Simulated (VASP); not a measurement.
# Ta (Im-3m) in VASP: notebook, part 2 of 3

VASP 6.6.1.

**4. Relaxation of cell and atoms, optB88-vdW (volume scaled by 0.8)**

Contents of run.py:

```python
from ase.calculators.vasp import Vasp
from ase.filters import FrechetCellFilter
from ase.io import read
from ase.optimize import BFGS

atoms = read('POSCAR')
calc = Vasp(
    directory='calc',
    xc='optb88-vdw',
    pp='PBE',
    setups='recommended',
    prec='Accurate',
    encut=450,
    ediff=1e-06,
    ismear=-1,
    sigma=0.1,
    lreal=False,
    lasph=True,
    nelm=100,
    algo='Normal',
    isif=2,
    lwave=False,
    lcharg=False,
    kpts=[9, 9, 9],
    gamma=True,
)
atoms.calc = calc
opt = BFGS(FrechetCellFilter(atoms), trajectory='relax.traj')
converged = opt.run(fmax=0.01, steps=40)
print('converged:', converged)

print('energy (eV):', atoms.get_potential_energy())
print('free energy (eV):', atoms.get_potential_energy(force_consistent=True))
print('forces (eV/A):')
print(atoms.get_forces())
print('stress (eV/A^3, Voigt):', atoms.get_stress())
print('Fermi level (eV):', calc.get_fermi_level())
print('cell (A, degrees):', atoms.cell.cellpar())
print('volume (A^3):', atoms.get_volume())
print('scaled positions:')
print(atoms.get_scaled_positions())
```

Contents of POSCAR:

```
Ta
1.0
   -1.5329125618      1.5329125618      1.5329125618
    1.5329125618     -1.5329125618      1.5329125618
    1.5329125618      1.5329125618     -1.5329125618
Ta
1
Direct
    0.0000000000      0.0000000000      0.0000000000
```

Potentials or basis: VASP PAW PBE potentials, release 64 (Ta_pv).

Run with:

```bash
$ python run.py
```

Output:

```text
<dir> UserWarning: vdW has been enabled, however no location for the vdw_kernel.bindat file has been specified. Set ASE_VASP_VDW environment variable to copy the vdW kernel.
  warnings.warn(
      Step     Time          Energy          fmax
BFGS:    0 --:--:--       -8.271646        6.383467
BFGS:    1 --:--:--       -8.949381        0.831301
BFGS:    2 --:--:--       -8.965143        0.172596
BFGS:    3 --:--:--       -8.965790        0.005741
converged: True
energy (eV): -8.93966018
free energy (eV): -8.96578964
forces (eV/A):
[[ 0.  0. -0.]]
stress (eV/A^3, Voigt): [-0.00031541 -0.00031541 -0.00031541 -0.          0.          0.        ]
Fermi level (eV): 5.38236786
cell (A, degrees): [  2.87027411   2.87027411   2.87027411 109.47122063 109.47122063
 109.47122063]
volume (A^3): 18.203220540839
scaled positions:
[[0. 0. 0.]]
```

OUTCAR:

```text
ENCUT = 450.000000
   EDIFF = 1.00e-06
   GGA = BO
   PREC = Accurate
   ISIF = 2
   ISMEAR = -1
   NELM = 100
   LASPH = .TRUE.
   LREAL = .FALSE.

 ion  position               nearest neighbor table
   1  0.000  0.000  0.000-

  LATTYP: Found a body centered cubic cell.
 ALAT       =     3.3143070616

  Lattice vectors:

 A1 = (  -1.6571535308,   1.6571535308,   1.6571535308)
 A2 = (   1.6571535308,  -1.6571535308,   1.6571535308)
 A3 = (   1.6571535308,   1.6571535308,  -1.6571535308)

Analysis of symmetry for initial positions (statically):
=====================================================================
 Subroutine PRICEL returns:
 Original cell was already a primitive cell.

 Routine SETGRP: Setting up the symmetry group for a
 body centered cubic supercell.

 Subroutine GETGRP returns: Found 48 space group operations
 (whereof 48 operations were pure point group operations)
 out of a pool of 48 trial point group operations.

The static configuration has the point symmetry O_h .

Analysis of symmetry for dynamics (positions and initial velocities):
[... 166 lines left out ...]
 k-point     1 :       0.0000    0.0000    0.0000
  band No.  band energies     occupation
      1     -27.8374      2.00000
      2     -27.8374      2.00000
      3     -27.8374      2.00000
      4      -2.4873      2.00000
      5       5.9994      0.00417
      6       5.9994      0.00417
      7       5.9994      0.00417
      8       9.2363      0.00000
      9       9.2363      0.00000
[... 265 lines left out ...]
 k-point    24 :      -0.4444   -0.4444    0.1111
  band No.  band energies     occupation
      1     -28.8539      2.00000
      2     -28.3781      2.00000
      3     -28.0194      2.00000
      4       2.2047      2.00000
      5       4.5709      1.99940
      6       4.7413      1.99672
      7       7.8813      0.00000
      8      11.1154      0.00000
      9      14.0173      0.00000

 [... further k-points ...]

------------------------ aborting loop because EDIFF is reached ----------------------------------------

  FORCE on cell =-STRESS in cart. coord.  units (eV):
  Direction    XX          YY          ZZ          XY          YZ          ZX
  --------------------------------------------------------------------------------------
  -------------------------------------------------------------------------------------
  Total        0.0057414      0.0057414      0.0057414      0.0000000     -0.0000000     -0.0000000
  in kB        0.5053368      0.5053368      0.5053368      0.0000000     -0.0000000     -0.0000000
  external PRESSURE =       0.5053368 kB  Pullay stress =       0.0000000 kB

 VOLUME and BASIS-vectors are now :
 -----------------------------------------------------------------------------
  energy-cutoff  :      450.00
  volume of cell :       18.20
      direct lattice vectors                 reciprocal lattice vectors
    -1.657153531  1.657153531  1.657153531     0.000000000  0.301722195  0.301722195
     1.657153531 -1.657153531  1.657153531     0.301722195  0.000000000  0.301722195
     1.657153531  1.657153531 -1.657153531     0.301722195  0.301722195  0.000000000

 POSITION                                       TOTAL-FORCE (eV/Angst)
 -----------------------------------------------------------------------------------
      0.00000      0.00000      0.00000         0.000000      0.000000     -0.000000
 -----------------------------------------------------------------------------------
    total drift:                                0.000000      0.000000      0.000000

  FREE ENERGIE OF THE ION-ELECTRON SYSTEM (eV)
  ---------------------------------------------------
  free  energy   TOTEN  =        -8.9657896441 eV

  energy  without entropy=       -8.9135307156  energy(sigma->0) =       -8.93966018

Total vdW correction in eV:      1.3395177
```

INCAR:

```text
AGGAC = 0.000000
ENCUT = 450.000000
PARAM1 = 0.183333
PARAM2 = 0.220000
SIGMA = 0.100000
EDIFF = 1.00e-06
ALGO = Normal
GGA = BO
PREC = Accurate
ISIF = 2
ISMEAR = -1
NELM = 100
LASPH = .TRUE.
LCHARG = .FALSE.
LUSE_VDW = .TRUE.
LWAVE = .FALSE.
LREAL = .FALSE.
```

Wall time 86 s (1 thread of Intel Xeon Platinum 8488C (Sapphire Rapids), shared host); peak memory 0.22 GiB.

These settings aren't checked as converged (typed here: k = 9 × 9 × 9; ENCUT = 450): the numbers below hold their error.

Results:

* Free energy: -8.9658 eV
* Relaxed volume: 18.20 Å³/atom
* Relaxed cell: a = 2.870 Å, b = 2.870 Å, c = 2.870 Å, α = 109.47°, β = 109.47°, γ = 109.47°
* Space group after relaxing (to 0.05 Å): Im-3m (No. 229)
* Energy gained by relaxing: 683.0 meV/atom
* Ionic steps: 4
* Pressure after relaxing: 0.1 GPa
* Band gap on the k mesh: none (metal or under the smearing width)

Caveat: the PAW data sets were made with another functional, which shifts forces and pressure a little.

(Part 2 of 3 ends here.)
